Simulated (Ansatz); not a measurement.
# Zr3B: a trial structure relaxed

Where does Zr3B go from the start given, Li3N type (P6/mmm, No. 191)?

Computed with Ansatz 0.2.0 (DFT PBE, scalar-relativistic, plane waves, PAW, unless a step's input says otherwise).

### 1 The structure to begin with

The structure is hexagonal, space group P6/mmm (No. 191). Conventional cell: a = 3.984 Å, b = 3.984 Å, c = 4.204 Å, α = 90.00°, β = 90.00°, γ = 120.00°. Zr (site symmetry 6/mmm) has 2 B at 2.10 Å as nearest neighbours. Zr (site symmetry -6m2) is surrounded by 3 Zr at 2.30 Å and 3 B at 2.30 Å. Around B (site symmetry 6/mmm) lie 8 Zr at 2.10 to 2.30 Å.

Structure file:

```cif
data_structure
_symmetry_space_group_name_H-M 'P6/mmm'
_symmetry_Int_Tables_number 191
_cell_length_a 3.9837
_cell_length_b 3.9837
_cell_length_c 4.2044
_cell_angle_alpha 90.000
_cell_angle_beta 90.000
_cell_angle_gamma 120.000
_cell_volume 57.79
loop_
_atom_site_label
_atom_site_type_symbol
_atom_site_symmetry_multiplicity
_atom_site_Wyckoff_symbol
_atom_site_fract_x
_atom_site_fract_y
_atom_site_fract_z
_atom_site_occupancy
Zr1 Zr 1 b 0.00000 0.00000 0.50000 1
Zr2 Zr 2 c 0.33333 0.66667 0.00000 1
B1 B 1 a 0.00000 0.00000 0.00000 1
```

(A quick probe on a coarse mesh, which set the mesh and smearing, is not shown.)

### 3 Coarse relaxation

File input.yaml:

```yaml
crystal:
  lattice:
    - [3.9837441838, 0.0, 0.0]
    - [-1.9918720919, 3.4500236655, 0.0]
    - [0.0, 0.0, 4.2044285887]
  atoms:
    - { symbol: Zr, position: [0.0, 0.0, 0.5] }
    - { symbol: Zr, position: [0.3333333333, 0.6666666667, 0.0] }
    - { symbol: Zr, position: [0.6666666667, 0.3333333333, 0.0] }
    - { symbol: B, position: [0.0, 0.0, 0.0] }
basis:
  ecutwfc: 420
kpoints:
  mp_grid: { grid: [6, 6, 4] }
hamiltonian:
  xc: pbe
scf:
  occupations: { method: gaussian, width: 0.1 }
  lower_state_search: "off"
output:
  forces: true
  stress: true
  eigenvalues: true
relax:
  adjacent_minimum: "off"
  f_tol: 0.04
  max_steps: 70
  cell: { stress_tol: 0.4 }
```

Launch:

```
ansatz run input.yaml --threads 1 --pin off --max-ram 2560MiB --backend cpu --events-out ev --progress --plain --runs-dir out
```

The session goes on with these runs: the relaxation.

**Question.** What will these runs give?

**Answer**, as computed:

Formation energies count from the elements, computed with the same settings in runs not shown here.

| quantity | value |
| --- | --- |
| cell | a = 4.540 Å, b = 4.540 Å, c = 4.530 Å, α = 90.00°, β = 90.00°, γ = 120.00° |
| space group | P6/mmm (No. 191) |
| volume | 20.22 Å³/atom |
| gap on the mesh | none (metal) |
| formation energy from the elements | +0.263 eV/atom |

**Reading.** The space group stayed P6/mmm, and from the first guess the volume went from 14.45 to 20.22 Å³/atom. The formation energy of +0.26 eV/atom is positive, so the elements lie lower than this structure; another structure of the compound can lie lower.
